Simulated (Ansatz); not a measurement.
LaAlO₃ in the cubic perovskite structure (space group Pm-3m, No. 221)

Space group Pm-3m (No. 221); a = b = c = 3.812 Å, α = β = γ = 90.00°

```
atom  site  symmetry       x       y       z
----  ----  --------  ------  ------  ------
La      1b      m-3m  0.5000  0.5000  0.5000
Al      1a      m-3m  0.0000  0.0000  0.0000
O       3d    4/mm.m  0.0000  0.0000  0.5000
```

Method: Ansatz (an electronic-structure program), PBE, PAW, cutoff 420 eV, spin-orbit coupling left out, earlier PAW set. Γ-centred 9×9×9 mesh, Fermi–Dirac width 0.05 eV.

- Volume per atom = 11.08 Å³
- Density = 6.41 g/cm³
- Band gap = 3.50 eV, indirect, R → Γ
- Electron mass (degenerate bands, along [100]) = 0.50, 0.71 mₑ
- Lowest conduction-band minima above the VBM = Γ 3.50 eV
- Total energy = -1699.811 eV/atom (σ→0; compares only within this code and set-up)

Masses are band curvatures over ±0.01 Å⁻¹ around the edge. No phonon test of stability was made. Many cubic perovskites are stable only at high temperature; tilts and polar distortions were not tested.
